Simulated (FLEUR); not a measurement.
**Sb: equation of state with r2SCAN**

Sb:

```
Sb
1.0
    -1.87134    1.87134    1.87134
     1.87134   -1.87134    1.87134
     1.87134    1.87134   -1.87134
Sb
1
Direct
  0.00000 0.00000 0.00000
```

This isn't the form of Sb at room conditions, which is rhombohedral.

```json
{"Program": "FLEUR MaX-R8.1 (later development tree)", "Task": "equation of state", "Functional": "r2SCAN", "Potentials or basis": "all-electron", "Basis": "FLAPW", "Kmax": "4.1 1/bohr", "k mesh": "10 × 10 × 10", "Occupations": "fermi-dirac, width 0.05 eV", "Spin": "no spin polarisation", "Gmax": "12.7 1/bohr", "Muffin-tin radii": "Sb 2.66 bohr", "lmax": "Sb 10", "lnonsphr": "Sb 10", "Local orbitals a species": "Sb 6"}
```

- Equilibrium volume: 27.26 Å³/atom
- Bulk modulus: 61 GPa

Energy against volume, from the lowest point:
| volume (Å³/atom) | energy (meV/atom) |
| --- | --- |
| 24.640 | 56.37 |
| 25.165 | 34.73 |
| 26.213 | 8.18 |
| 27.262 | 0.00 |
| 27.786 | 1.98 |

Caveat: the meta-GGA is that of a development version, with a GGA for the radial functions and cores and without core tails. Spin-orbit coupling is left out, which matters for the levels of Sb.
